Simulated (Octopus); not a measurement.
# Pd (Im-3m) in Octopus: reference runs

Aim: a first look at Pd with PBEsol, on the cell as given.

Program: Octopus 16.4. These are calculated values, not measurements. Logs are shortened: lines on timing, memory, paths and dates and some standing lists are left out, and cuts for length are marked.

### 1 The crystal as given

Symmetry: Im-3m, No. 229, cubic system. The conventional cell has a = 3.145 Å, b = 3.145 Å, c = 3.145 Å, α = 90.00°, β = 90.00°, γ = 90.00°. Pd (site symmetry m-3m) has 8 Pd at 2.72 Å as nearest neighbours.

This isn't the form of Pd at room conditions, which is fcc.

### 2 Single point, PBEsol

File inp:

```
CalculationMode = gs
UnitsOutput = eV_Angstrom
PeriodicDimensions = 3
ExperimentalFeatures = yes
PseudopotentialSet = pseudodojo_pbesol
%LatticeParameters
 1*angstrom | 1*angstrom | 1*angstrom
%
%LatticeVectors
 -1.572281 | 1.572281 | 1.572281
 1.572281 | -1.572281 | 1.572281
 1.572281 | 1.572281 | -1.572281
%
%ReducedCoordinates
 "Pd" | 0 | 0 | 0
%
%Spacing
 0.12967955*angstrom | 0.12967955*angstrom | 0.12967955*angstrom
%
DerivativesOrder = 8
%KPointsGrid
 12 | 12 | 12
%
KPointsUseSymmetries = yes
XCFunctional = gga_x_pbe_sol + gga_c_pbe_sol
SmearingFunction = fermi_dirac
Smearing = 0.05*eV
ExtraStates = 7
Eigensolver = chebyshev_filter
ConvRelDens = 3e-7
MaximumIter = 120
```

Potentials or basis: pseudodojo_pbesol (PseudoDojo 0.4, PBEsol).

The run is started by

```bash
> OMP_NUM_THREADS=1 octopus > out.log
```

out.log:

```text
Running octopus

[... 13 lines left out ...]

Input: [AllElectronType = no]
Input: [PseudopotentialSet = pseudodojo_pbesol]
Reading Coordinates from ReducedCoordinates block

****************************** Species *******************************
  Species 'Pd'
    type             : pseudopotential
    file             : 'Pd.upf'
    file format      : UPF2
    valence charge   : 18.0
    atomic number    :  46
    form on file     : kleinman-bylander
    lmax             : 2
    llocal           : -1
    projectors per l : 2
    total projectors : 6
    application form : kleinman-bylander
    orbitals         :  9
    bound orbitals   :  9

**********************************************************************

***************************** Symmetries *****************************
Space group No.  229
International: Im-3m
Schoenflies: Oh^9
Info: The system has    48 symmorphic symmetries that can be used.
  Index                Rotation matrix                      Fractional translations
    1 :     1   0   0     0   1   0     0   0   1      0.000000    0.000000    0.000000
    2 :    -1   0   0     0  -1   0     0   0  -1      0.000000    0.000000    0.000000
    3 :     0   0  -1     1   1   1     0  -1   0      0.000000    0.000000    0.000000
    4 :     0   0   1    -1  -1  -1     0   1   0      0.000000    0.000000    0.000000
    5 :     0   1   0     1   0   0    -1  -1  -1      0.000000    0.000000    0.000000
    6 :     0  -1   0    -1   0   0     1   1   1      0.000000    0.000000    0.000000
[... 40 lines left out ...]
   47 :     0   0  -1    -1   0   0     1   1   1      0.000000    0.000000    0.000000
   48 :     0   0   1     1   0   0    -1  -1  -1      0.000000    0.000000    0.000000
Info: The system also has     0 nonsymmorphic symmetries (not used for electrons).
**********************************************************************

Input: [CurvMethod = curv_affine]
Input: [DerivativesStencil = stencil_stargeneral]

****************************** Lattice *******************************
  Lattice Vectors [A]
   -1.572281    1.572281    1.572281
    1.572281   -1.572281    1.572281
    1.572281    1.572281   -1.572281
  Cell volume =            15.5471 [A^3]
[... 243 lines left out ...]
      1       7      -74.327159    2.000000   ( 6.8E-05)
[... 23 lines left out ...]
     16      28       41.202916    0.000000   ( 2.6E-01)
     16      69       41.272537    0.000000   ( 2.1E-01)
     16      26       41.338299    0.000000   ( 2.0E-01)
     16      47       41.392103    0.000000   ( 2.1E-01)
     16      50       41.513799    0.000000   ( 1.7E-01)
     16      41       41.835603    0.000000   ( 1.9E-01)
     16      66       41.963925    0.000000   ( 2.4E-01)
     16      39       43.644109    0.000000   ( 2.3E-01)

Density of states:

--------------------%-------------------------------------------------
--------------------%-------------------------------------------------
--------------------%-------------------------------------------------
--------------------%---------------------------%---------------------
--------------------%---------------------------%---------------------
--------------------%-------------------------%-%---------------------
--------------------%-------------------------%%%---------------------
%-------------------%-------------------------%%%---------------------
%-------------------%-------------------------%%%%--------%%----%-----
%-------------------%------------------------%%%%%%%-%%%%%%%%%%%%%%---
                                                 ^

Fermi energy =     8.613968 eV

**********************************************************************

*********************** SCF CYCLE ITER #    2 ************************
 etot  = -3.65551571E+03 abs_ev   =  2.89E+01 rel_ev   =  8.02E-02
 ediff =        3.02E+00 abs_dens =  8.17E-01 rel_dens =  4.54E-02
Matrix vector products: 1800
Converged eigenvectors: 0
[... 115 lines left out ...]
*********************** SCF CYCLE ITER #   12 ************************
 etot  = -3.66966610E+03 abs_ev   =  2.70E-05 rel_ev   =  7.36E-08
 ediff =        3.88E-06 abs_dens =  1.12E-06 rel_dens =  6.22E-08
Matrix vector products: 1800
Converged eigenvectors: 621

#  State  KPoint  Eigenvalue [eV]  Occupation    Error
      1       1      -77.052534    2.000000   ( 1.3E-08)
      1       2      -77.049376    2.000000   ( 1.3E-08)
      1       5      -77.046265    2.000000   ( 1.3E-08)
      1       3      -77.043479    2.000000   ( 1.6E-08)
      1       6      -77.040740    2.000000   ( 7.2E-09)
      1       9      -77.037759    2.000000   ( 7.3E-09)
      1       4      -77.035862    2.000000   ( 7.1E-09)
      1       7      -77.033253    2.000000   ( 7.1E-09)
[... 23 lines left out ...]
     15      45       37.554739    0.000000   ( 4.6E-02)
     16      26       37.721348    0.000000   ( 3.5E-02)
     16      29       37.867585    0.000000   ( 4.4E-02)
     16      34       37.931364    0.000000   ( 4.9E-02)
     16      45       37.996171    0.000000   ( 2.6E-02)
     16      39       38.336026    0.000000   ( 4.0E-02)
     16      41       38.850119    0.000000   ( 3.3E-02)
     16      50       39.726408    0.000000   ( 2.5E-02)

Density of states:

--------------------%-------------------------------------------------
--------------------%-------------------------------------------------
--------------------%-------------------------------------------------
--------------------%----------------------------%--------------------
--------------------%----------------------------%--------------------
--------------------%---------------------------%%--------------------
--------------------%--------------------------%%%--------------------
%-------------------%--------------------------%%%--------------------
%-------------------%--------------------------%%%%--------%%--%%%%---
%-------------------%--------------------------%%%%%%-%%%%%%%%%%%%%%--
                                                  ^

Fermi energy =     6.804955 eV

**********************************************************************

Info: SCF converged in   12 iterations

** Warning:
**   Some of the states are not fully converged!

Info: Number of matrix-vector products:      21600
Info: Finished writing information to 'restart/gs'.

Octopus emitted 16 warnings.
```

Wall time 1.7 min (1 thread of AMD EPYC 9R45 (Zen 5), shared host); peak memory 0.82 GiB.

Results:

```yaml
Free_energy: -3669.6765 eV
Band_gap_on_the_k_mesh: none (metal or under the smearing width)
```
